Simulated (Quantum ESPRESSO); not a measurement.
Crystal: Pd.

```
Pd
1.0
     0.00000    1.94650    1.94650
     1.94650    0.00000    1.94650
     1.94650    1.94650    0.00000
Pd
1
Direct
  0.00000 0.00000 0.00000
```

```yaml
Program: Quantum ESPRESSO 7.5
Task: phonons and electron-phonon coupling
Functional: PBE
Potentials_or_basis: GBRV 1.5 PBE
Cutoff: 612 eV
Density_cutoff: 4898 eV
k_mesh: 12 × 12 × 12
Occupations: methfessel-paxton, width 0.272 eV
Spin: no spin polarisation
Mixing_beta: 0.5
Most_SCF_iterations: 120
SCF_threshold: 2e-10 Ry
q_mesh: 4 × 4 × 4
```

The cell and the atoms were relaxed first, to 15.33 Å³/atom (a = 2.788 Å, b = 2.788 Å, c = 2.788 Å, α = 60.00°, β = 60.00°, γ = 60.00°), and the response was taken there.

Levels for the coupling come from a 36 × 36 × 36 mesh; ten broadenings of the double delta from 0.07 to 0.68 eV; Tc from the McMillan formula in the Allen-Dynes form.

**Question.** How strong is the electron-phonon coupling, and what superconducting temperature follows?

**Answer.** Over broadenings from 0.27 to 0.54 eV, λ lies between 0.24 and 0.29 and ω_log near 161 K, which gives Tc from 0.0 to 0.1 K at μ* = 0.10 and from 0.0 to 0.0 K at μ* = 0.13.

Electron-phonon coupling by broadening of the double delta (levels on a 36 × 36 × 36 mesh):
| broadening (eV) | λ | N(E_F) (states/eV a spin and cell) | ω_log (K) | Tc, μ* 0.10 (K) | Tc, μ* 0.13 (K) |
| --- | --- | --- | --- | --- | --- |
| 0.07 | 0.40 | 1.375 | 163 | 0.7 | 0.3 |
| 0.14 | 0.34 | 1.248 | 160 | 0.2 | 0.1 |
| 0.20 | 0.31 | 1.118 | 160 | 0.1 | 0.0 |
| 0.27 | 0.29 | 1.002 | 160 | 0.1 | 0.0 |
| 0.34 | 0.27 | 0.908 | 160 | 0.0 | 0.0 |
| 0.41 | 0.26 | 0.832 | 161 | 0.0 | 0.0 |
| 0.48 | 0.25 | 0.771 | 162 | 0.0 | 0.0 |
| 0.54 | 0.24 | 0.722 | 162 | 0.0 | 0.0 |
| 0.61 | 0.24 | 0.681 | 163 | 0.0 | 0.0 |
| 0.68 | 0.23 | 0.647 | 164 | 0.0 | 0.0 |

The same from a weighted sum over the computed q points, without interpolation:
```csv
broadening (eV),λ,ω_log (K),"Tc, μ* 0.10 (K)","Tc, μ* 0.13 (K)"
0.07,0.38,170,0.6,0.2
0.14,0.33,171,0.2,0.0
0.20,0.29,171,0.1,0.0
0.27,0.27,172,0.0,0.0
0.34,0.26,172,0.0,0.0
0.41,0.25,173,0.0,0.0
0.48,0.24,173,0.0,0.0
0.54,0.23,173,0.0,0.0
0.61,0.23,174,0.0,0.0
0.68,0.22,174,0.0,0.0
```

Eliashberg function at a broadening of 0.27 eV:
| cm⁻¹ | α²F |
| --- | --- |
| 6 | 0.000 |
| 17 | 0.000 |
| 28 | 0.004 |
| 39 | 0.011 |
| 50 | 0.018 |
| 61 | 0.031 |
| 72 | 0.046 |
| 84 | 0.067 |
| 95 | 0.097 |
| 106 | 0.160 |
| 117 | 0.192 |
| 128 | 0.204 |
| 139 | 0.150 |
| 150 | 0.115 |
| 162 | 0.096 |
| 173 | 0.043 |
| 184 | 0.048 |
| 195 | 0.164 |
| 206 | 0.063 |
| 217 | 0.002 |

The smallest broadenings aren't converged on these meshes, and μ* is assumed, not computed; spin fluctuations are left out.

Caveat: λ from interpolated matrix elements is rough: modes that symmetry makes equal can differ by tens of percent.
